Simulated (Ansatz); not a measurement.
# HfN: one contact scaled

An exercise on one series of results from a longer session: the logs are not shown, and one member is left open.

Program: Ansatz 0.2.0. Level of theory: DFT, LDA, PAW with Ansatz's default frozen-core files, scalar-relativistic. These are calculated values, not measurements.

### The structure to begin with

The structure is cubic, space group Fm-3m (No. 225). The conventional cell has a = 4.512 Å, b = 4.512 Å, c = 4.512 Å, α = 90.00°, β = 90.00°, γ = 90.00°. Hf (site symmetry m-3m) is surrounded by 6 N at 2.26 Å. N (site symmetry m-3m) has 6 Hf at 2.26 Å in its first shell of neighbours.

As a file:

```cif
data_structure
_symmetry_space_group_name_H-M 'Fm-3m'
_symmetry_Int_Tables_number 225
_cell_length_a 4.5120
_cell_length_b 4.5120
_cell_length_c 4.5120
_cell_angle_alpha 90.000
_cell_angle_beta 90.000
_cell_angle_gamma 90.000
_cell_volume 91.86
loop_
_atom_site_label
_atom_site_type_symbol
_atom_site_symmetry_multiplicity
_atom_site_Wyckoff_symbol
_atom_site_fract_x
_atom_site_fract_y
_atom_site_fract_z
_atom_site_occupancy
Hf1 Hf 4 a 0.00000 0.00000 0.00000 1
N1 N 4 b 0.50000 0.00000 0.00000 1
```

The file gives the conventional cell by its symmetry; the runs use the cell typed in the input.

Atoms are numbered in the order of the input: Hf1, N2.

Set-up of the first run:

input.yaml reads:

```yaml
crystal:
  lattice:
    - [0.0, 2.256, 2.256]
    - [2.256, 0.0, 2.256]
    - [2.256, 2.256, 0.0]
  atoms:
    - { symbol: Hf, position: [0.0, 0.0, 0.0] }
    - { symbol: "N", position: [0.5, 0.5, 0.5] }
kpoints:
  mp_grid: { grid: [9, 9, 9] }
scf:
  occupations: { method: fermi_dirac, width: 0.03 }
hamiltonian:
  xc: lda
  pseudopotentials: { kind: paw }
output:
  forces: true
  stress: true
  eigenvalues: true
  populations: true
  write_density: true
  write_potential: true
  elf: true
  volumetric_format: npy
```

Launch:

```bash
$ ansatz run input.yaml --threads 1 --pin off --max-ram 2048MiB --backend cpu --events-out ev --progress --plain --runs-dir out
```

Among the steps run: Shortest bond scaled by 1, PAW; Shortest bond scaled by 1.1, PAW; Shortest bond scaled by 0.88, PAW; Shortest bond scaled by 0.82, PAW; Shortest bond scaled by 0.76, PAW; Shortest bond scaled by 0.76, PAW (cutoff 1000 eV).

One of the session's tables, all rows but one given; the rest of the session is left out.

```
              method  length (Å)  F from the given length (eV/cell)  force along the bond (eV/Å)  pressure (GPa)  largest force (eV/Å)
                 PAW       1.715                              2.188                       10.752           38.20                10.752
                 PAW       1.850                              1.072                        6.341           15.66                 6.341
                 PAW       1.985                              0.432                        3.363            1.63                 3.364
                 PAW       2.256                              0.000                        0.000           -8.30                 0.000
                 PAW       2.482                                  ?                            ?               ?                     ?
PAW (cutoff 1000 eV)       1.715                                  –                       10.663           37.79                10.663
```

Q: Estimate the row for PAW, 2.482 from the others.

As computed: F from the given length (eV/cell): 0.294; force along the bond (eV/Å): -2.778; pressure (GPa): -1.48; largest force (eV/Å): 2.778.
